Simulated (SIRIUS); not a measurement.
The system is Al.

```
Al
1.0
     0.00000    2.02481    2.02481
     2.02481    0.00000    2.02481
     2.02481    2.02481    0.00000
Al
1
Direct
  0.00000 0.00000 0.00000
```

| Quantity | Value |
| --- | --- |
| Program | SIRIUS 7.10.0 |
| Task | single point |
| Functional | PBE |
| Potentials or basis | PseudoDojo 0.4.1 PBE standard (scalar relativistic) |
| Cutoff | 557 eV |
| Density cutoff | 2229 eV |
| k mesh | 11 × 11 × 11 |
| Occupations | fermi-dirac, width 0.05 eV |
| Spin | no spin polarisation |

On this cell: pressure -0.7 GPa; band gap on the k mesh none (metal or under the smearing width).

The same run follows on a disturbed copy (cell strained at random at fixed volume):

```
Al
1.0
     0.04789    1.96914    2.02685
     2.04326   -0.00835    2.08310
     2.04058    2.02271   -0.00568
Al
1
Cartesian
  0.0167 0.0547 -0.0153
```

Task: What changes?

Result: The energy (extrapolated to zero smearing) moves by +4.7 meV/atom; pressure -0.5 GPa; band gap on the k mesh none (metal or under the smearing width).

Stress tensor (GPa, compression positive):
```
 0.41 -0.73 -1.16
-0.73  0.32  1.53
-1.16  1.53 -2.14
```
